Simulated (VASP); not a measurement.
Crystal: Mn3Si.

```xyz
4
Lattice="0.0000 2.8610 2.8610 2.8610 0.0000 2.8610 2.8610 2.8610 0.0000" Properties=species:S:1:pos:R:3 pbc="T T T"
Mn    4.2915    4.2915    4.2915
Mn    1.4305    1.4305    1.4305
Mn    2.8610    2.8610    2.8610
Si    0.0000    0.0000    0.0000
```

```yaml
Program: VASP 6.6.1
Task: relaxation of cell and atoms
Functional: PBEsol
Potentials_or_basis: VASP PAW PBE potentials, release 64 (Mn_pv, Si)
Cutoff: 600 eV
k_mesh: 8 × 8 × 8
Occupations: fermi-dirac, width 0.05 eV
Spin: collinear spin, ferromagnetic start
Starting_moments: "[4.0, 4.0, 4.0, 0.0] μB"
```

At the start: pressure -15.7 GPa; volume 11.71 Å³/atom.

Q: How do energy, volume and symmetry change on relaxing?

A: Over 3 steps the energy falls by 48.8 meV/atom and the volume is 10.79 Å³/atom (-7.9 %); space group Fm-3m (No. 225, to 0.05 Å); moment 1.07 μB per cell.

Step by step:
| step | energy change (eV) | largest force (eV/Å) | pressure (GPa) | volume (Å³) |
| --- | --- | --- | --- | --- |
| 1 | 0.0000 | 0.0000 | -15.67 | 46.84 |
| 2 | 0.0523 | 0.0000 | 24.36 | 39.50 |
| 3 | -0.1953 | 0.0000 | -0.14 | 43.14 |

Final structure:
```
Mn Si
1.0
     0.00000    2.78374    2.78374
     2.78374    0.00000    2.78374
     2.78374    2.78374    0.00000
Mn Si
3 1
Direct
  0.75000 0.75000 0.75000
  0.25000 0.25000 0.25000
  0.50000 0.50000 0.50000
  0.00000 0.00000 0.00000
```

Caveat: the PAW data sets were made with another functional, which shifts forces and pressure a little.
